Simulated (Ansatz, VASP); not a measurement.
# HfC: VASP beside Ansatz

```
Hf C
1.0
     0.00000    2.34884    2.34884
     2.34884    0.00000    2.34884
     2.34884    2.34884    0.00000
Hf C
1 1
Direct
  0.50000 0.50000 0.50000
  0.00000 0.00000 0.00000
```

Alike in both runs: task single point; functional PBEsol; k mesh 16 × 16 × 16; occupations gaussian, width 0.1 eV; no spin polarisation.

|  | VASP | Ansatz |
| --- | --- | --- |
| version | VASP 6.6.1 | Ansatz 0.2.0 |
| potentials or method | VASP PAW PBE potentials, release 64 (Hf_pv, C) | scalar-relativistic, plane waves, PAW |
| plane-wave cutoff (eV) | 520 | 420 |
| valence electrons in the cell | 14 | 30 |

VASP gave:

| Quantity | Value |
| --- | --- |
| gap on the k mesh at the Fermi level (eV) | none |
| pressure (GPa) | -13.5 |

Question: Estimate Ansatz's values.

Answer: gap on the k mesh at the Fermi level (eV): none; pressure (GPa): -12.9.

A gap of «none» marks a metal or a gap that the smearing closes. With one functional, cell and mesh, what is left measures potentials, basis and numerics. The two sets of potentials don't hold the same shells in valence.

Caveats: the PAW data sets were made with another functional, which shifts forces and pressure a little (VASP). The runs have no spin-orbit coupling, so splittings on Hf are missing.
